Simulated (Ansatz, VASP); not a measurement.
**Two plane-wave programs on AlN**

The input POSCAR:

```
AlN
1.0
    0.0000000000      2.0188684454      1.9560816368
    2.0188684454      0.0000000000      1.9560816368
    2.0188684454      2.0188684454      0.0000000000
Al N
1 1
Direct
    0.0000000000      0.0000000000      0.0000000000
    0.5000000000      0.5000000000      0.5000000000
```

Contents of INCAR.step1:

```
SYSTEM = AlN
  PREC = Accurate
  ENCUT = 520
  ISMEAR = 0
  SIGMA = 0.01
  LREAL = .False.
  LASPH = .True.
  NELM = 100
  NBANDS = 11
  GGA = PE
  ALGO = Normal
  EDIFF = 1E-4
  LWAVE = .True.
  LCHARG = .False.
```

INCAR.step2

```
SYSTEM = AlN
  PREC = Accurate
  ENCUT = 520
  EDIFF = 1E-6
  ISMEAR = 0
  SIGMA = 0.01
  LREAL = .False.
  LASPH = .True.
  NELM = 100
  ALGO = Normal
  ISIF = 2
  LWAVE = .False.
  LCHARG = .False.
  METAGGA = R2SCAN
  LMIXTAU = .True.
  NBANDS = 11
  ISTART = 1
```

The input KPOINTS:

```
regular mesh
0
Gamma
  10 10 10
  0 0 0
```

Input for Ansatz:

```yaml
crystal:
  lattice:
    - [0.0, 2.0188684454, 1.9560816368]
    - [2.0188684454, 0.0, 1.9560816368]
    - [2.0188684454, 2.0188684454, 0.0]
  atoms:
    - { symbol: Al, position: [0.0, 0.0, 0.0] }
    - { symbol: "N", position: [0.5, 0.5, 0.5] }
kpoints:
  mp_grid: { grid: [10, 10, 10] }
  band_path:
    path:
      - [0.0, 0.0, 0.0]
      - [0.5, 0.0, 0.5]
      - [0.625, 0.25, 0.625]
      - [0.375, 0.375, 0.75]
      - [0.5, 0.5, 0.5]
      - [0.5, 0.25, 0.75]
    npoints: 1
hamiltonian:
  xc: r2scan
scf:
  occupations: { method: fixed }
  n_extra_bands: 4
output:
  forces: true
  stress: true
  eigenvalues: true
```

Change from the starting cell: uniaxial_z strain -3.1%.

Alike in both runs: task single point; functional r2SCAN; k mesh 10 × 10 × 10; no spin polarisation.

|  | VASP | Ansatz |
| --- | --- | --- |
| version | VASP 6.6.1 | Ansatz 0.2.0 |
| potentials or method | VASP PAW PBE potentials, release 64 (Al, N) | plane waves, PAW |
| plane-wave cutoff (eV) | 520 | 500 |
| occupations | gaussian, width 0.01 eV | fixed |
| valence electrons in the cell | 8 | 8 |

|  | VASP | Ansatz | Ansatz less VASP |
| --- | --- | --- | --- |
| gap on the k mesh at the Fermi level (eV) | 5.59 | 5.59 | -0.004 |
| pressure (GPa) | 9.0 | 9.8 | +0.84 |
| largest component of the traceless stress (GPa) | 7.83 | 7.68 | -0.144 |

Caveats: the PAW data sets were made with another functional, which shifts forces and pressure a little (VASP). A k mesh can miss the band edges.
